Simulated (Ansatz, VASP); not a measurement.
**One calculation of Ti3Si, two programs**

```
Ti Si
1.0
     5.63131    0.00000    0.00000
    -2.81566    4.87686    0.00000
     0.00000    0.00000    4.50545
Ti Si
6 2
Direct
  0.34360 0.17180 0.75000
  0.82820 0.17180 0.75000
  0.82820 0.65640 0.75000
  0.65640 0.82820 0.25000
  0.17180 0.82820 0.25000
  0.17180 0.34360 0.25000
  0.33333 0.66667 0.75000
  0.66667 0.33333 0.25000
```

The cell comes from a database or a generator and needn't be the stable form of this composition.

Alike in both runs: task single point; functional PBEsol; k mesh 6 × 6 × 4; occupations gaussian, width 0.1 eV; no spin polarisation.

|  | VASP | Ansatz |
| --- | --- | --- |
| version | VASP 6.6.1 | Ansatz 0.2.0 |
| potentials or method | VASP PAW PBE potentials, release 64 (Ti_sv, Si) | scalar-relativistic, plane waves, PAW |
| plane-wave cutoff (eV) | 520 | 420 |
| valence electrons in the cell | 80 | 80 |

|  | VASP | Ansatz | Ansatz less VASP |
| --- | --- | --- | --- |
| gap on the k mesh at the Fermi level (eV) | none | none | - |
| pressure (GPa) | -3.4 | -3.4 | +0.04 |
| largest component of the traceless stress (GPa) | 0.31 | 0.33 | +0.018 |
| rms of the force components (eV/Å) | 0.005 | 0.000 | -0.0049 |

Atom by atom the forces differ by 0.005 eV/Å (rms over components). A gap of «none» marks a metal or a gap that the smearing closes.

Caveats: the PAW data sets were made with another functional, which shifts forces and pressure a little (VASP).
